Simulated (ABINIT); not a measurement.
Crystal: Pt.

```xyz
1
Lattice="0.0000 1.9609 1.9609 1.9609 0.0000 1.9609 1.9609 1.9609 0.0000" Properties=species:S:1:pos:R:3 pbc="T T T"
Pt    0.0000    0.0000    0.0000
```

Base run:

```yaml
Program: ABINIT 10.8.3 (patched build)
Functional: PBE
Potentials_or_basis: SG15 NC PBE v1.2
Cutoff: 1143 eV
k_mesh: 12 × 12 × 12
Occupations: fermi-dirac, width 0.05 eV
Spin: no spin polarisation
```

Its results: band gap on the k mesh none (metal or under the smearing width); pressure 11.1 GPa.

The run is repeated on the same cell with these changes: potentials or basis from SG15 NC PBE v1.2 to PseudoDojo NC SR PBE v0.4.1 standard. What comes out?

Band gap on the k mesh none (metal or under the smearing width); pressure 9.6 GPa.

Caveats: spin-orbit coupling is left out, which moves the levels of the heavy elements.
